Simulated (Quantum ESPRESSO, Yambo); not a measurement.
# MoS2 (2H monolayer): G0W0 with Yambo, start to end, part 2 of 3

How does a plane-wave GW calculation on MoS2 (2H monolayer) run from the first input to the gap?

Quantum ESPRESSO 7.5 and Yambo 5.3.0; PBE and many-body steps on it, plane waves. Known limits of the many-body steps: not at the basis limit.

So far. Step 2 (Ground state): The gap is direct, at (0.333, 0.333, 0.000). Step 3 (Bands along the symmetry lines): The gap is 1.598 eV, as in the run before at this level.

### Step 4. Empty states on the mesh, 6×6×1 mesh, 326 bands

Level of this step: DFT, PBE with spin-orbit coupling, plane waves, norm-conserving pseudopotentials (Quantum ESPRESSO).

The sums over transitions need many empty states on a uniform mesh; this step solves for them.

pw.in

```
&control
  calculation = 'nscf'
  prefix = 'x'
  outdir = 'o'
  pseudo_dir = 'pseudo'
/
&system
  ibrav = 0
  nat = 3
  ntyp = 2
  ecutwfc = 72.0
  nbnd = 326
  force_symmorphic = .true.
  noncolin = .true.
  lspinorb = .true.
/
&electrons
  conv_thr = 1e-9
  electron_maxstep = 80
  diago_full_acc = .true.
  diago_thr_init = 5e-6
/
ATOMIC_SPECIES
  Mo 95.95 Mo.upf
  S 32.06 S.upf
CELL_PARAMETERS angstrom
  3.1851870510 -0.0000000003 0.0000000000
  -1.5925935253 2.7584529021 0.0000000000
  0.0000000000 0.0000000000 16.0000000000
ATOMIC_POSITIONS crystal
  Mo 0.3333333333 0.6666666667 0.5000000000
  S 0.6666666667 0.3333333333 0.5976878787
  S 0.6666666667 0.3333333333 0.4023121213
K_POINTS automatic
  6 6 1 0 0 0
```

On the command line:

```sh
OMP_NUM_THREADS=1 mpirun -n 4 pw.x -nk 4 -in pw.in > pw.out
```

The log of the run:

```text
[banner, memory and clock lines left out]
Program PWSCF v.7.5 starts

     Atomic positions and unit cell read from directory:
     o/x.save/

     Message from routine setup:
     using ibrav=0 with symmetry is DISCOURAGED, use correct ibrav instead

     G-vector sticks info

     bravais-lattice index     =            0
     lattice parameter (alat)  =       6.0191  a.u.
     unit-cell volume          =     948.6742 (a.u.)^3
     number of atoms/cell      =            3
     number of atomic types    =            2
     number of electrons       =        26.00
     number of Kohn-Sham states=          326
     kinetic-energy cutoff     =      72.0000  Ry
     charge density cutoff     =     288.0000  Ry
     Exchange-correlation= PBE
                           (   1   4   3   4   0   0   0)
     Non magnetic calculation with spin-orbit

     celldm(1)=   6.019131  celldm(2)=   0.000000  celldm(3)=   0.000000
     celldm(4)=   0.000000  celldm(5)=   0.000000  celldm(6)=   0.000000

     crystal axes: (cart. coord. in units of alat)
               a(1) = (   1.000000  -0.000000   0.000000 )
               a(2) = (  -0.500000   0.866025   0.000000 )
               a(3) = (   0.000000   0.000000   5.023253 )

     reciprocal axes: (cart. coord. in units 2 pi/alat)
               b(1) = (  1.000000  0.577350 -0.000000 )
               b(2) = (  0.000000  1.154701 -0.000000 )
               b(3) = ( -0.000000 -0.000000  0.199074 )
     Pseudo is Norm-conserving + core correction, Zval = 14.0
     Generated using ONCVPSP code by D. R. Hamann
     Using radial grid of 1640 points, 10 beta functions with:
     Pseudo is Norm-conserving + core correction, Zval =  6.0
     Generated using ONCVPSP code by D. R. Hamann
     Using radial grid of 1146 points, 10 beta functions with:
     Mo               14.00    95.95000     Mo( 1.00)
     S                 6.00    32.06000     S ( 1.00)

     12 Sym. Ops. (no inversion) found

   Cartesian axes

     site n.     atom                  positions (alat units)
         1        Mo     tau(   1) = (  -0.0000000   0.5773503   2.5116264  )
         2        S      tau(   2) = (   0.5000000   0.2886751   3.0023374  )
         3        S      tau(   3) = (   0.5000000   0.2886751   2.0209155  )

     number of k points=     7
                       cart. coord. in units 2pi/alat
        k(    1) = (   0.0000000   0.0000000   0.0000000), wk =   0.0277778
        k(    2) = (   0.0000000   0.1924501   0.0000000), wk =   0.1666667
        k(    3) = (   0.0000000   0.3849002   0.0000000), wk =   0.1666667
        k(    4) = (  -0.0000000  -0.5773503   0.0000000), wk =   0.0833333
        k(    5) = (   0.1666667   0.2886751   0.0000000), wk =   0.1666667
        k(    6) = (   0.1666667   0.4811252   0.0000000), wk =   0.3333333
        k(    7) = (   0.3333333   0.5773503   0.0000000), wk =   0.0555556

     Dense  grid:    78259 G-vectors     FFT dimensions: (  36,  36, 180)

     The potential is recalculated from file :
     o/x.save/charge-density

     Starting wfcs are   36 randomized atomic wfcs +  290 random wfcs

     Band Structure Calculation

     End of band structure calculation

          k = 0.0000 0.0000 0.0000 (  9735 PWs)   bands (ev):

   -60.5859 -60.5859 -36.3143 -36.3143 -33.8825 -33.8825 -33.7342 -33.7342
   -13.8071 -13.8071 -12.5063 -12.5063  -5.3261  -5.3261  -2.3747  -2.3747
    -2.3104  -2.3104  -1.4960  -1.4960  -1.2805  -1.2805  -1.1961  -1.1961
[...]
[... 29 further rows ...]
[...]
63.1420  63.1420  63.4715  63.4725  63.4735  63.4749

          k = 0.0000 0.1925 0.0000 (  9742 PWs)   bands (ev):

[...]
[... 29 further rows ...]
[...]
60.2240  60.2240  60.5749  60.5749  60.7671  60.7671

          k = 0.0000 0.3849 0.0000 (  9806 PWs)   bands (ev):

[...]
17.7064  17.7064  18.2094  18.2094  18.4618  18.4618  20.0796  20.0796
     [... 29 further rows ...]
    57.2700  57.2700  57.6940  57.6940  58.4761  58.4761  58.5601  58.5601
    58.9624  58.9624  59.2322  59.2322  59.5188  59.5188

          k =-0.0000-0.5774 0.0000 (  9802 PWs)   bands (ev):

     [... further k-points ...]

     highest occupied, lowest unoccupied level (ev):     0.3243    1.9221

     XML data file, pseudopotentials, collected wavefunctions
```

Wall time 4 min (4 MPI ranks of Arm Neoverse V1, shared host); peak memory 2.4 GiB; 16 min of CPU time.

Numbers from this step:

| Item | Value |
| --- | --- |
| gap | 1.598 eV |
| k of the valence top | 0.3333, 0.3333, 0 |
| k of the conduction bottom | 0.3333, 0.3333, 0 |
| least direct gap | 1.598 eV |
| k points computed | 7 |
| lowest point of the top converged band, above the valence top | 57.3076 eV |

On this mesh the gap is 1.598 eV.

### Step 5. Conversion and set-up

This step: Yambo 5.3.0; conversion and set-up on PBE with spin-orbit coupling, plane waves, norm-conserving pseudopotentials.

The states are converted to the many-body program's format and the q mesh is built.

On the command line:

```sh
(cd o/x.save; p2y > p2y.log; mv SAVE ../..); yambo > setup.log
```

The log of the run:

```text
 Yambo, version 5.3.0

 [02] CORE Variables Setup
 =========================

  [02.01] Unit cells
  ==================

  Cell kind             :  HCP
  Atoms in the cell     :  Mo  S
  number of Mo atoms    :  1
  number of S  atoms    :  2

  List of atomic masses
  Mass of Mo    :  95.95000
  Mass of S     :  32.06000

  List of atomic coordinates    : [cc]
  Mo1       : -0.48993E-10   3.4751       15.118      order 1
  S1       :   3.00957   1.73757  18.07146  order 2
  S2       :   3.00957   1.73757  12.16416  order 3

  Alat factors          :   6.01913   5.21272  30.23562 [a.u.]
  Direct lattice volume :  948.6742 [a.u.]
  Direct lattice vectors:  A[ 1 ]  A[ 2 ]  A[ 3 ]
   A[ 1 ]:   1.0000     -0.10876E-09   0.0000      [iru]
    6.0191     -0.56692E-09   0.0000      [cc]
   A[ 2 ]: -0.500000  1.000000  0.000000  [iru]
  -3.009566  5.212721  0.000000  [cc]
   A[ 3 ]:  0.000000  0.000000  1.000000  [iru]
    0.00000   0.00000  30.23562  [cc]

  Recip. lattice volume :  0.261470 [a.u.]
  Recip. lattice vectors:  B[ 1 ]  B[ 2 ]  B[ 3 ]
   B[ 1 ]:  1.000000  0.500000  0.000000  [iku]
   1.043869  0.602678 -0.000000  [cc]
   B[ 2 ]:  0.10876E-09   1.0000       0.0000      [iku]
   0.11353E-09   1.2054      -0.0000      [cc]
   B[ 3 ]:  0.000000  0.000000  1.000000  [iku]
  -0.000000 -0.000000  0.207807  [cc]

  [02.02] Symmetries
  ==================

  Inversion symmetry    : yes
  Spatial inversion     : no
  Inversion index       :  13
  K-space Time-reversal : yes
  Magnetic symmetries   : no
  Time-reversal derived K-space symmetries:  13  24
  Group table correct   : yes
  Symmetries units      :  [cc]

   [S  1]:   1.0000     -0.81747E-26   0.0000      0.37648E-17   1.0000       0.0000       0.0000       0.0000       1.0000
   [S  2]:  -1.0000      0.18837E-09   0.0000      0.14501E-09   1.0000       0.0000       0.0000       0.0000      -1.0000
   [S  3]: -0.500000  0.866025  0.000000 -0.866025 -0.500000  0.000000  0.000000  0.000000  1.000000
[...]
[S  9]: -0.500000 -0.866025  0.000000  0.866025 -0.500000  0.000000  0.000000  0.000000 -1.000000
   [S 10]: -0.500000  0.866025  0.000000 -0.866025 -0.500000  0.000000  0.000000  0.000000 -1.000000
     [... 12 further rows ...]
   [S*23]: -0.500000 -0.866025 -0.000000 -0.866025  0.500000 -0.000000 -0.000000 -0.000000 -1.000000
   [S*24]: -0.500000  0.866025 -0.000000  0.866025  0.500000 -0.000000 -0.000000 -0.000000 -1.000000

  [02.03] Reciprocal space
  ========================

  nG shells         :   3782
  nG charge         :   78259
  nG WFs            :  12091
  nC WFs            :   9806
  G-vecs. in first 80 shells:  [ Number ]
    1   3   5   7   9  11  17  29  31
    43   55   57   69   81   83   95   97  109
   121  123  129  141  153  165  177  189  191
[...]
767   779   791   803   815   839   851   863
  ...
  Shell energy in first 80 shells:  [ mHa ]
[...]
K/Q-points units:
  rlu = crystal or reduced units; cc = cartesian coordinates; iku = interal k-units

  K [1]          [rlu]:  0.000000  0.000000  0.000000
         WF components:   9735
  K [2]          [rlu]:  0.19880E-26  0.16667       0.0000
         WF components:   9742
  K [3]          [rlu]: -0.24864E-26  0.33333       0.0000
         WF components:   9806
  K [4]          [rlu]: -0.59639E-26 -0.50000       0.0000
         WF components:   9802
  K [5]          [rlu]:  0.166667  0.166667  0.000000
         WF components:   9798
  K [6]          [rlu]:  0.166667  0.333333  0.000000
         WF components:   9798
  K [7]          [rlu]:  0.333333  0.333333  0.000000
         WF components:   9804

  [02.05] Energies & Occupations
  ==============================

  [X] === General ===
  [X] Electronic Temperature                        :  0.000000  0.000000 [eV K]
  [X] Bosonic    Temperature                        :  0.000000  0.000000 [eV K]
  [X] Finite Temperature mode                       : no
  [X] El. density                                   :  0.18495E+24 [cm-3]
  [X] Fermi Level                                   :  0.324284 [eV]

  [X] === Gaps and Widths ===
  [X] Conduction Band Min                           :  1.597794 [eV]
  [X] Valence Band Max                              :  0.000000 [eV]
  [X] Filled Bands                                  :  26
  [X] Empty Bands                                   :    27   326
  [X] Direct Gap                                    :  1.597794 [eV]
  [X] Direct Gap localized at k                     :   7
  [X] Indirect Gap                                  :  1.597794 [eV]
  [X] Indirect Gap between kpts                     :   7   7
  [X] Last valence band width                       :  1.013851 [eV]
  [X] 1st conduction band width                     :  1.055884 [eV]

  E @ K [1]:  [eV]
  -60.91023 -60.91023 -36.63863 -36.63863 -34.20681 -34.20681 -34.05848 -34.05848
[...]
occ @ K [1]
[...]
E @ K [2]:  [eV]
[...]
occ @ K [2]
[...]
E @ K [3]:  [eV]
[...]
occ @ K [3]
[...]
E @ K [4]:  [eV]
[...]
occ @ K [4]
[...]
E @ K [5]:  [eV]
[...]
occ @ K [5]
[...]
E @ K [6]:  [eV]
[...]
occ @ K [6]
[...]
E @ K [7]:  [eV]
[...]
occ @ K [7]
[...]
0.000000  0.000000  0.000000  0.000000  0.000000  0.000000  0.000000  0.000000
   0.000000  0.000000  0.000000  0.000000  0.000000  0.000000  0.000000  0.000000

 [03] Transferred momenta grid and indexing
 ==========================================

 IBZ Q-points                                      :   7
 BZ  Q-points                                      :   36

 K/Q-points units:
 rlu = crystal or reduced units; cc = cartesian coordinates; iku = interal k-units

 Q [1]          [rlu]:  0.000000  0.000000  0.000000
 Q [2]          [rlu]:  0.72454E-18  0.16667       0.0000
 Q [3]          [rlu]:  0.14491E-17  0.33333       0.0000
 Q [4]          [rlu]: -0.21736E-17 -0.50000       0.0000
 Q [5]          [rlu]:  0.166667  0.166667  0.000000
 Q [6]          [rlu]:  0.166667  0.333333  0.000000
 Q [7]          [rlu]:  0.333333  0.333333  0.000000

  [03.01] X indexes
  =================

   [03.01.01] Sigma indexes
   ========================

 [06] Game Over & Game summary
```

It took 3.8 s on 1 MPI rank; peak memory 0.25 GiB.

[end of part 2 of 3]

[Paths, hosts, dates, memory and timing lines, banners, echoed tables and standing remarks are left out of the program output.]

[Logs are printed without paths, hosts, clocks, repeated set-up lines and the standing remarks that a program may print on its own settings, such as how far it seeks lower states.]

[Runs of the session that timed out or met a known fault of the program may be left out.]

[Hosts, paths, dates, database ids (printed as entryN), source tags and the programs' standing remarks are cut or masked in the printed files.]
